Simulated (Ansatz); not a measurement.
Nb, 1 atom in the cell. The structure is tetragonal, space group I4/mmm (No. 139). The conventional cell has a = 3.328 Å, b = 3.328 Å, c = 3.461 Å, α = 90.00°, β = 90.00°, γ = 90.00°. Around Nb (site symmetry 4/mmm) lie 12 Nb at 2.92 to 3.33 Å. The cell isn't the ideal one: strain = 0.04.

- Program: Ansatz 0.2.0
- Task: single point
- Functional: PBE
- Potentials or basis: all-electron LAPW, scalar-relativistic
- Cutoff: 211 eV (chosen from the basis error)
- Basis error allowed: 0.001 eV/atom
- k mesh: 11 × 11 × 11
- Occupations: fermi-dirac, width 0.05 eV
- Spin: no spin polarisation

Potentials or basis: all-electron LAPW, scalar-relativistic.

The run is started by

```bash
$ ansatz run input.yaml --threads 1 --pin off --max-ram 3072MiB --backend cpu --events-out ev --progress --plain --runs-dir out
```

Hardware: 1 thread of Arm Neoverse V2, on a shared host.

Task: Estimate the wall time of this run.

Result: It took 8.2 s on 1 thread of Arm Neoverse V2, on a shared host, peak memory 0.3 GiB. Counts: scf iterations 7, plane waves 137, k points 126, bands 19.
